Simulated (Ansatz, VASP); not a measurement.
**C in VASP and in Ansatz**

INCAR

```
SYSTEM = C
ALGO = Normal
EDIFF = 1E-6
ENCUT = 520
GGA = PE
ISIF = 2
ISMEAR = -1
LASPH = .True.
LCHARG = .False.
LREAL = .False.
LWAVE = .False.
NBANDS = 11
NELM = 80
PREC = Accurate
SIGMA = 0.05
```

KPOINTS

```
k-points
0
Gamma
  11 11 11
  0 0 0
```

Contents of POSCAR:

```
C
1.0
    0.0000000000      1.7833700000      1.7120352000
    1.7833700000      0.0000000000      1.7120352000
    1.7833700000      1.7833700000      0.0000000000
C
2
Direct
    0.7500000000      0.7500000000      0.7500000000
    0.5000000000      0.5000000000      0.5000000000
```

The input input.yaml:

```yaml
crystal:
  lattice:
    - [0.0, 1.78337, 1.7120352]
    - [1.78337, 0.0, 1.7120352]
    - [1.78337, 1.78337, 0.0]
  atoms:
    - { symbol: C, position: [0.75, 0.75, 0.75] }
    - { symbol: C, position: [0.5, 0.5, 0.5] }
hamiltonian:
  xc: pbe
  pseudopotentials: { kind: paw }
kpoints:
  mp_grid: { grid: [11, 11, 11] }
  band_path:
    path:
      - [[0.0, 0.0, 0.0], [0.0, 0.5, 0.5], [0.2712673611, 0.5, 0.7712673611], [0.3856336806, 0.3856336806, 0.7712673611], [0.0, 0.0, 0.0], [-0.5, -0.5, 0.0], [-0.3856336806, -0.3856336806, 0.2287326389], [0.0, 0.0, 0.5], [-0.25, 0.25, 0.5], [-0.5, -0.2712673611, 0.2287326389], [-0.5, -0.5, 0.0]]
      - [[0.0, 0.5, 0.5], [-0.25, 0.25, 0.5]]
    npoints: 14
scf:
  occupations: { method: fermi_dirac, width: 0.05 }
  n_extra_bands: 6
output:
  forces: true
  stress: true
  eigenvalues: true
  fatbands: true
  write_density: true
  write_potential: true
  elf: true
  volumetric_format: npy
```

This isn't the form of C at room conditions, which is graphite.

Alike in both runs: functional PBE; k mesh 11 × 11 × 11; occupations fermi-dirac, width 0.05 eV; no spin polarisation.

|  | VASP | Ansatz |
| --- | --- | --- |
| version | VASP 6.6.1 | Ansatz 0.2.0 |
| potentials or method | VASP PAW PBE potentials, release 64 (C) | Ansatz PAW |
| plane-wave cutoff (eV) | 520 | 420 |
| valence electrons in the cell | 8 | 8 |
| task | single point | band structure |

```tsv
	VASP	Ansatz	Ansatz less VASP
gap on the k mesh at the Fermi level (eV)	3.16	3.16	+0.008
least direct gap on the mesh (eV)	4.97	4.98	+0.006
pressure (GPa)	22.0	21.1	-0.85
largest component of the traceless stress (GPa)	25.29	25.32	+0.028
```

Caveats: so large a pressure means that the cell lies far from this level's equilibrium, or that cutoff or potentials fall short (VASP); an odd mesh through Γ misses points on the zone boundary, where band edges often lie (VASP); the pressure holds a Pulay correction of +1.0 GPa for the finite cutoff (Ansatz).
